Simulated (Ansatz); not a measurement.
Crystal: I.

```
CELL_PARAMETERS angstrom
3.63503 -2.39502 0.00000
3.63503 2.39502 0.00000
0.00000 0.00000 9.79344
ATOMIC_POSITIONS crystal
I 0.64930 0.35070 0.38440
I 0.14930 0.85070 0.11560
I 0.35070 0.64930 0.61560
I 0.85070 0.14930 0.88440
```

- Program: Ansatz 0.2.0
- Task: relaxation of cell and atoms
- Functional: RPBE
- Dispersion: D3(BJ)
- Potentials or basis: Ansatz PAW
- Cutoff: 420 eV (not typed: the program's choice for these potentials)
- k mesh: 7 × 7 × 3
- Occupations: fermi-dirac, width 0.05 eV
- Spin: no spin polarisation

At the start: volume 42.63 Å³/atom.

Where does the relaxation end?

It ends after 14 steps and the volume is 26.72 Å³/atom (-37.3 %); space group I4/mmm (No. 139, to 0.05 Å).

The path:
```tsv
step	energy change (eV)	largest force (eV/Å)	volume (Å³)
1	0.0000	0.7874	170.52
2	-0.5477	0.2973	152.10
3	-0.8869	0.4601	135.16
4	-1.2162	0.2525	123.05
5	-1.3441	0.0795	111.17
6	-1.3581	0.0509	109.04
7	-1.3593	0.0173	109.56
8	-1.3605	0.0056	108.98
9	-1.3630	0.0100	107.96
10	-1.3656	0.0326	105.92
11	-1.3679	0.0022	107.46
12	-1.3683	0.0040	107.06
13	-1.3684	0.0005	106.88
14	-1.3648	0.0005	106.88
```

Final structure:
```
I
1.0
     2.95112   -2.12398    0.00000
     2.95112    2.12398    0.00000
     0.00000    0.00000    8.52553
I
4
Direct
  0.75029 0.24971 0.37500
  0.25029 0.74971 0.12500
  0.24971 0.75029 0.62500
  0.74971 0.25029 0.87500
```

Caveat: the volume moved by over 15 % at a fixed basis, so the end points are rough; the plane-wave basis is chosen anew once the cell has moved, so the energies of steps on either side of that aren't comparable; the volume moved by -37 % from the deposited cell, more than functionals usually miss; the PAW data sets come from PBE, with cores solved anew for the run's functional, which leaves a small shift of forces and pressure.
